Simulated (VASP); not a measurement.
Set up this calculation in VASP 6.6.1, as the native input.

| Item | Value |
| --- | --- |
| Task | relaxation of shape and atoms at fixed volume |
| Functional | PBE |
| Potentials or basis | VASP PAW PBE potentials, release 64 (Sn) |
| Cutoff | 300 eV |
| k mesh | 6 × 6 × 6 |
| Occupations | gaussian, width 0.03 eV |
| Spin | no spin polarisation |
| Further INCAR settings | ALGO = Normal; EDIFF = 1e-07; IBRION = 2; EDIFFG = -0.01; NSW = 40; ISIF = 4 |

The structure of Sn lies in POSCAR:

```
Sn                                      
1.0
   -2.9573471289      2.9573471289      1.5851514361
    2.9573471289     -2.9573471289      1.5851514361
    2.9573471289      2.9573471289     -1.5851514361
  Sn            
     2
Direct
     0.0000000000000000    0.0000000000000000    0.0000000000000000
     0.7500000000000000    0.2500000000000000    0.5000000000000000
```

The cell isn't the ideal one: a relaxed cell with its volume scaled by 0.98.

These files were run (other wordings do the same):

INCAR

```
PREC = Accurate
ENCUT = 300
EDIFF = 1E-7
ISMEAR = 0
SIGMA = 0.03
LREAL = False
LASPH = True
NELM = 80
ALGO = Normal
ISIF = 4
LWAVE = False
LCHARG = False
GGA = PE
IBRION = 2
NSW = 40
EDIFFG = -0.01
```

KPOINTS

```
Automatic mesh
0
Gamma
  6 6 6
```

Potentials or basis: VASP PAW PBE potentials, release 64 (Sn).

Launch:

```console
$ cat potpaw_PBE.64/Sn/POTCAR > POTCAR
$ mpirun -np 1 vasp_std > vasp.out
```

It gave:

- Energy gained by relaxing: 0.0 meV/atom
- Ionic steps: 2
- Pressure after relaxing: 1.0 GPa
- Band gap on the k mesh: none (metal or under the smearing width)

Caveat: the k mesh is coarse (spacing up to 0.37 Å⁻¹), so the values aren't converged.

It took 14 s on 1 thread of Intel(R) Xeon(R) Platinum 8259CL CPU @ 2.50GHz (Skylake/Cascade Lake), on a shared host, peak memory 0.15 GiB.
